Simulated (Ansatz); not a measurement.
AlN, space group P6_3/mmc, a phonon calculation by linear response

With Ansatz 0.2.0 through its Python package.

Run as a notebook:

```python
from pathlib import Path

import ansatz as az
import numpy as np
```

```python
vectors = np.array([
    [3.312116, 0.0, 0.0],
    [-1.656058, 2.868376, 0.0],
    [0.0, 0.0, 4.187563],
])
aln = (
    az.Lattice.of(vectors)
    .atom("Al", [1 / 3, 2 / 3, 0.75])
    .atom("Al", [2 / 3, 1 / 3, 0.25])
    .atom("N", [1 / 3, 2 / 3, 0.25])
    .atom("N", [2 / 3, 1 / 3, 0.75])
)
```

```python
aln.resolved().sites[-1]
```

    Site(symbol='N', position=(0.6666666666666666, 0.3333333333333333, 0.75), moment=None, axis=None, held=None, saved=None)

```python
calculation = (
    aln.calculation()
    .functional(az.Functional.LDA)
    .occupations("fixed")
    .kpoints(6, 6, 4)
    .phonons("dfpt", dielectric=True, lo_to_directions=[(1, 0, 0)])
)
outcome = calculation.run(threads=1, runs_dir="runs")
ph = outcome.phonons
```

    DeckWarning: basis.ecutwfc = 420 eV, auto-derived from the records' recommended cutoffs: set by Al (normal level)
    DeckWarning: phonons.dielectric: true without phonons.rigid_motions: the static dielectric tensor ε⁰ will be withheld (ε∞, Z* and the rows of modes are given); for a crystal or a slab, whose only rigid motions are the translations, set phonons.rigid_motions: translations
    RunWarning: field response: ε∞ stands inside a basis, on 6×6×4 points; the force constants stand on the 6×6×4 k-mesh, whose period is 11.26 times the interband length at k = (0.0000, 0.0000, 0.0000), direct gap 3.276 eV, under 14: take them and everything formed from them as unconverged, and compare with a denser kpoints.mp_grid

```python
print("Gamma modes (1/cm):", " ".join(f"{w:.1f}" for w in ph.gamma_omega_inv_cm))
print("in meV:", " ".join(f"{w * 0.1239842:.2f}" for w in ph.gamma_omega_inv_cm))
field = outcome.phonons_dielectric
print("eps_inf diagonal:", np.round(np.diag(field.eps_inf), 3))
for site, z in zip(outcome.lattice.sites, field.zstar_e):
    print(f"Born charge {site.symbol:2s}", np.round(np.diag(z), 3) + 0.0)
rows = (Path(outcome.output_folder) / "results" / "optical_modes.tsv").read_text().splitlines()
for line in rows:
    if not line.startswith("#"):
        print("  ".join(f"{float(v):.3f}" for v in line.split()[:8]))
```

    Gamma modes (1/cm): 0.0 0.0 0.0 171.0 325.8 325.8 371.1 646.7 652.2 652.2 662.4 662.4
    in meV: 0.00 0.00 0.00 21.20 40.39 40.39 46.01 80.18 80.86 80.86 82.12 82.12
    eps_inf diagonal: [4.511 4.511 4.99 ]
    Born charge Al [2.542 2.542 3.159]
    Born charge Al [2.542 2.542 3.159]
    Born charge N  [-2.542 -2.542 -3.159]
    Born charge N  [-2.542 -2.542 -3.159]
    0.000  0.000  0.000  171.022  1.000  49.954  0.000  0.000
    0.000  0.000  0.000  325.804  2.000  0.000  0.000  -0.000
    0.000  0.000  0.000  371.100  1.000  0.000  0.000  0.000
    0.000  0.000  0.000  646.707  1.000  0.000  0.000  -0.000
    0.000  0.000  0.000  652.196  2.000  64.658  1.401  -0.000
    0.000  0.000  0.000  662.380  2.000  0.000  0.000  -0.000
    0.866  0.500  0.000  171.022  1.000  49.954  0.000  -0.000
    0.866  0.500  0.000  325.804  2.000  0.000  0.000  -0.000
    0.866  0.500  0.000  371.100  1.000  0.000  0.000  -0.000
    0.866  0.500  0.000  646.707  1.000  0.000  0.000  -0.000
    0.866  0.500  0.000  652.196  1.000  32.329  0.350  -0.607
    0.866  0.500  0.000  662.380  2.000  0.000  0.000  -0.000
    0.866  0.500  0.000  899.757  1.000  32.329  1.051  0.607

Reading the output:
- The cell isn't relaxed first, so the values belong to this volume.
- The mesh doesn't settle the field response to the digits printed.
- The structure comes from a database of computed cells and needn't be a stable or known phase.
- Warnings are shown shortened and without file and line.
- The structure is taken as given; imaginary modes can come from an unrelaxed or unstable start.
- Wall time of the script: 15 s on 1 thread of AMD EPYC 9R45 96-Core Processor (Zen 5), with other jobs on the host, peak memory 0.51 GiB.
